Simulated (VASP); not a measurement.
Crystal: TePb.

```
CELL_PARAMETERS angstrom
0.00000 3.23100 3.23100
3.23100 0.00000 3.23100
3.23100 3.23100 0.00000
ATOMIC_POSITIONS crystal
Te 0.50000 0.50000 0.50000
Pb 0.00000 0.00000 0.00000
```

| Item | Value |
| --- | --- |
| Program | VASP 6.6.1 |
| Task | relaxation of cell and atoms |
| Functional | PBE |
| Potentials or basis | VASP PAW PBE potentials, release 64 (Te, Pb_d) |
| Cutoff | 600 eV |
| k mesh | 8 × 8 × 8 |
| Occupations | gaussian, width 0.03 eV |
| Spin | no spin polarisation |

At the start: pressure 2.1 GPa; volume 33.73 Å³/atom.

Where does the relaxation end?

Over 3 steps the energy falls by 10.7 meV/atom and the volume is 35.42 Å³/atom (+5.0 %); space group Fm-3m (No. 225, to 0.05 Å).

The path:
```tsv
step	energy change (eV)	largest force (eV/Å)	pressure (GPa)	volume (Å³)
1	0.0000	0.0000	2.10	67.46
2	-0.0196	0.0000	-0.55	71.87
3	-0.0214	0.0000	0.00	70.84
```

Final structure:
```
CELL_PARAMETERS angstrom
0.00000 3.28409 3.28409
3.28409 0.00000 3.28409
3.28409 3.28409 0.00000
ATOMIC_POSITIONS crystal
Te 0.50000 0.50000 0.50000
Pb 0.00000 0.00000 0.00000
```
